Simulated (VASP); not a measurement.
Here is a VASP 6.6.1 calculation.

Contents of INCAR:

```
  PREC = Accurate
  ENCUT = 600
  EDIFF = 1E-7
  ISMEAR = 0
  SIGMA = 0.03
  LREAL = F
  LASPH = T
  NELM = 80
  ALGO = Normal
  ISIF = 3
  LWAVE = F
  LCHARG = F
  GGA = PE
  IBRION = 2
  NSW = 90
  EDIFFG = -0.005
```

KPOINTS

```
Automatic mesh
0
Gamma
  14 14 14
```

The input POSCAR:

```
BN                                      
1.0
   -0.0000000000      1.8122822379      1.8122822379
    1.8122822379      0.0000000000      1.8122822379
    1.8122822379      1.8122822379     -0.0000000000
  B               N             
     1     1
Direct
     0.0000000000000000    0.0000000000000000    0.0000000000000000
     0.2500000000000000    0.2500000000000000    0.2500000000000000
```

Potentials or basis: VASP PAW PBE potentials, release 64 (B, N).

The run is started by

```sh
$ cat potpaw_PBE.64/B/POTCAR potpaw_PBE.64/N/POTCAR > POTCAR
$ mpirun -np 1 vasp_std > vasp.out
```

(1) What does it give for the band gap on the k mesh?

Answers

(1) 4.45 eV, indirect (least direct gap 8.78 eV).

Caveat: the relaxation stopped at its first step, so nothing moved.
